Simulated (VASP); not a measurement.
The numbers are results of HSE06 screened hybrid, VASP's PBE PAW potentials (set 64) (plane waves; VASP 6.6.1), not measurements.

The input files of a VASP run:

File POSCAR:
```
BaF2
1
    0.0000000000     3.1688970000     3.1688970000
    3.1688970000     0.0000000000     3.1688970000
    3.1688970000     3.1688970000     0.0000000000
Ba F
1 2
Direct
  0.0000000000   0.0000000000   0.0000000000
  0.2500000000   0.2500000000   0.2500000000
  0.7500000000   0.7500000000   0.7500000000
```

**INCAR**
```
ISMEAR = 0
SIGMA = 0.01   # width (eV)
ALGO = Normal
LMAXMIX = 4   # l cut-off of mixed one-centre charges
ISYM = 3
LCHARG = .FALSE.
EDIFF = 1E-6   # SCF stop (eV)
NELM = 100
HFSCREEN = 0.2
PRECFOCK = Fast
LHFCALC = .TRUE.
PREC = Accurate
SYSTEM = BaF2
GGA = PE   # PBE
LWAVE = .FALSE.
LREAL = .FALSE.   # projection in real space or not
AEXX = 0.25
ISIF = 2   # forces and stress, cell fixed
ENCUT = 400   # plane-wave cut-off (eV)
LASPH = .TRUE.
```

File KPOINTS:
```
Automatic mesh
0
gamma
 6 6 6
0 0 0
```

POTCAR, in this order: Ba_sv F (PBE.64 set). Program: vasp_std.

The run wrote:

**OSZICAR**
```
       N       E                     dE             d eps       ncg     rms          rms(c)
DAV:   1    -0.121551916436E+04   -0.12155E+04   -0.11502E+04   512   0.113E+03
DAV:   2    -0.137700106417E+04   -0.16148E+03   -0.15944E+03   656   0.269E+02
DAV:   3    -0.138319789431E+04   -0.61968E+01   -0.61918E+01   648   0.628E+01
DAV:   4    -0.138328280559E+04   -0.84911E-01   -0.84889E-01   752   0.607E+00
DAV:   5    -0.227645605573E+02    0.13605E+04   -0.35367E+00   544   0.175E+01    0.873E+00
DAV:   6    -0.202828267043E+02    0.24817E+01   -0.90942E+00   512   0.268E+01    0.382E+00
DAV:   7    -0.204956289438E+02   -0.21280E+00   -0.15374E+00   592   0.889E+00    0.326E+00
DAV:   8    -0.204477780091E+02    0.47851E-01   -0.89774E-02   648   0.278E+00    0.157E+00
DAV:   9    -0.204439059033E+02    0.38721E-02   -0.41686E-02   592   0.186E+00    0.731E-01
DAV:  10    -0.204466819275E+02   -0.27760E-02   -0.23674E-03   592   0.550E-01    0.450E-01
DAV:  11    -0.204492561961E+02   -0.25743E-02   -0.19979E-03   592   0.361E-01    0.297E-01
DAV:  12    -0.204513649778E+02   -0.21088E-02   -0.68353E-04   568   0.223E-01    0.188E-01
DAV:  13    -0.204526914205E+02   -0.13264E-02   -0.23401E-04   560   0.139E-01    0.116E-01
DAV:  14    -0.204534702735E+02   -0.77885E-03   -0.11969E-04   552   0.942E-02    0.724E-02
DAV:  15    -0.204539044952E+02   -0.43422E-03   -0.65129E-05   536   0.633E-02    0.467E-02
DAV:  16    -0.204541372691E+02   -0.23277E-03   -0.35012E-05   552   0.435E-02    0.307E-02
DAV:  17    -0.204542588548E+02   -0.12159E-03   -0.18075E-05   520   0.305E-02    0.203E-02
DAV:  18    -0.204543210088E+02   -0.62154E-04   -0.91599E-06   520   0.214E-02    0.135E-02
DAV:  19    -0.204543521120E+02   -0.31103E-04   -0.45145E-06   512   0.149E-02    0.907E-03
DAV:  20    -0.204543673884E+02   -0.15276E-04   -0.21664E-06   504   0.103E-02    0.613E-03
DAV:  21    -0.204543748007E+02   -0.74123E-05   -0.10227E-06   480   0.718E-03    0.417E-03
DAV:  22    -0.204543783729E+02   -0.35722E-05   -0.47104E-07   432   0.496E-03    0.285E-03
DAV:  23    -0.204543800903E+02   -0.17175E-05   -0.23660E-07   432   0.355E-03    0.195E-03
DAV:  24    -0.204543809184E+02   -0.82809E-06   -0.11457E-07   440   0.242E-03
   1 F= -.20454381E+02 E0= -.20454381E+02  d E =-.441763E-34
```

OUTCAR:
```
------------------------ aborting loop because EDIFF is reached ----------------------------------------
  FORCE on cell =-STRESS in cart. coord.  units (eV):
  Direction    XX          YY          ZZ          XY          YZ          ZX
  --------------------------------------------------------------------------------------
  Total       -3.0251784     -3.0251784     -3.0251784     -0.0000000      0.0000000     -0.0000000
  in kB      -76.1565404    -76.1565404    -76.1565404     -0.0000000      0.0000000     -0.0000000
  external PRESSURE =     -76.1565404 kB  Pullay stress =       0.0000000 kB
  volume of cell :       63.64
      direct lattice vectors                 reciprocal lattice vectors
     0.000000000  3.168897000  3.168897000    -0.157783607  0.157783607  0.157783607
     3.168897000  0.000000000  3.168897000     0.157783607 -0.157783607  0.157783607
     3.168897000  3.168897000  0.000000000     0.157783607  0.157783607 -0.157783607
 POSITION                                       TOTAL-FORCE (eV/Angst)
 -----------------------------------------------------------------------------------
      0.00000      0.00000      0.00000         0.000000     -0.000000      0.000000
      1.58445      1.58445      1.58445        -0.000000     -0.000000     -0.000000
      4.75335      4.75335      4.75335         0.000000      0.000000      0.000000
 -----------------------------------------------------------------------------------
    total drift:                               -0.000000     -0.000000     -0.000000
  FREE ENERGIE OF THE ION-ELECTRON SYSTEM (eV)
  ---------------------------------------------------
  free  energy   TOTEN  =       -20.4543809184 eV

  energy  without entropy=      -20.4543809184  energy(sigma->0) =      -20.45438092

  exchange ACFDT corr.  =         0.00000000  see jH, gK, PRB 81, 115126
```
(Selected blocks of OUTCAR.)

### OUTCAR
```
 val. band max:       -3.9126283367   @ k =  -0.1667   0.1667   0.0000

 cond. band min:       4.5298083092   @ k =   0.0000   0.0000   0.0000


 Fermi energy:        -3.8283449059

 k-point     1 :       0.0000    0.0000    0.0000
  band No.  band energies     occupation
      1     -28.1202      2.00000
      2     -24.3131      2.00000
      3     -24.2770      2.00000
      4     -11.9200      2.00000
      5     -11.9200      2.00000
      6     -11.9200      2.00000
      7      -5.2587      2.00000
      8      -5.2587      2.00000
      9      -5.2586      2.00000
     10      -3.9653      2.00000
     11      -3.9652      2.00000
     12      -3.9651      2.00000
     13       4.5298      0.00000
     14       7.1744      0.00000
     15       7.1744      0.00000
     16       9.2601      0.00000

 k-point     2 :       0.1667    0.0000    0.0000
  band No.  band energies     occupation
      1     -28.0749      2.00000
      2     -24.3491      2.00000
      3     -24.3257      2.00000
      4     -11.9627      2.00000
      5     -11.9572      2.00000
      6     -11.9572      2.00000
      7      -5.1633      2.00000
      8      -5.1632      2.00000
      9      -5.0151      2.00000
     10      -4.1297      2.00000
     11      -4.0016      2.00000
     12      -4.0015      2.00000
     13       5.1002      0.00000
     14       7.1498      0.00000
     15       7.1498      0.00000
     16       8.9389      0.00000

 k-point     3 :       0.3333    0.0000    0.0000
  band No.  band energies     occupation
      1     -27.9791      2.00000
      2     -24.4551      2.00000
      3     -24.3681      2.00000
      4     -12.0370      2.00000
      5     -12.0290      2.00000
      6     -12.0290      2.00000
      7      -4.9676      2.00000
      8      -4.9675      2.00000
      9      -4.5093      2.00000
     10      -4.4075      2.00000
     11      -4.0542      2.00000
     12      -4.0541      2.00000
     13       6.2166      0.00000
...
```

At this cut-off the stress carries a Pulay error, which pulls relaxed volumes low.  Unless said otherwise, spin-orbit coupling is left out, though it shifts the bands of the heavy elements here.

The structure comes from a computed database's BaF2 entry; how it stands against other phases isn't given here. The cell was not relaxed at this level. The run is one of a series of settings (KPOINTS 6×6×6 Γ-centred mesh against the base run), some of them coarse on purpose.
